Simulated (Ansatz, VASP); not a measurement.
## Two plane-wave programs on GaP

The input INCAR:

```
SYSTEM = GaP
  PREC = Accurate
  ENCUT = 520
  EDIFF = 1E-6
  ISMEAR = 0
  SIGMA = 0.01
  LREAL = .False.
  LASPH = .True.
  NELM = 100
  ALGO = Normal
  ISIF = 2
  LWAVE = .False.
  LCHARG = .True.
  GGA = PS
  LELF = .True.
  LVHAR = .True.
  NBANDS = 16
```

Contents of KPOINTS:

```
Automatic mesh
0
Gamma
  6 6 6
  0 0 0
```

POSCAR

```
GaP
1.0
    0.0000000000      2.7611126653      2.7611126653
    2.7611126653      0.0000000000      2.7611126653
    2.7611126653      2.7611126653      0.0000000000
Ga P
1 1
Direct
    0.0000000000      0.0000000000      0.0000000000
    0.2500000000      0.2500000000      0.2500000000
```

Input for Ansatz:

```yaml
crystal:
  lattice:
    - [0.0, 2.761112665260938, 2.761112665260938]
    - [2.761112665260938, 0.0, 2.761112665260938]
    - [2.761112665260938, 2.761112665260938, 0.0]
  atoms:
    - { symbol: Ga, position: [0.0, 0.0, 0.0] }
    - { symbol: P, position: [0.25, 0.25, 0.25] }
basis:
  ecutwfc: 435.382179935808
kpoints:
  mp_grid:
    grid: [6, 6, 6]
hamiltonian:
  xc: pbesol
  pseudopotentials:
    kind: paw
scf:
  occupations:
    method: fixed
output:
  stress: true
```

Alike in both runs: task single point; functional PBEsol; k mesh 6 × 6 × 6; no spin polarisation.

```csv
,VASP,Ansatz
version,VASP 6.6.1,Ansatz 0.2.0
potentials or method,"VASP PAW PBE potentials, release 64 (Ga_d, P)","plane waves, PAW"
plane-wave cutoff (eV),520,435
occupations,"gaussian, width 0.01 eV",fixed
valence electrons in the cell,18,18
```

Ansatz gave:

* pressure (GPa): -3.5

Q: What did VASP give for the same quantities?

A: Pressure (GPa): -3.6.

Caveats: the PAW data sets were made with another functional, which shifts forces and pressure a little (VASP). A k mesh can miss the band edges.
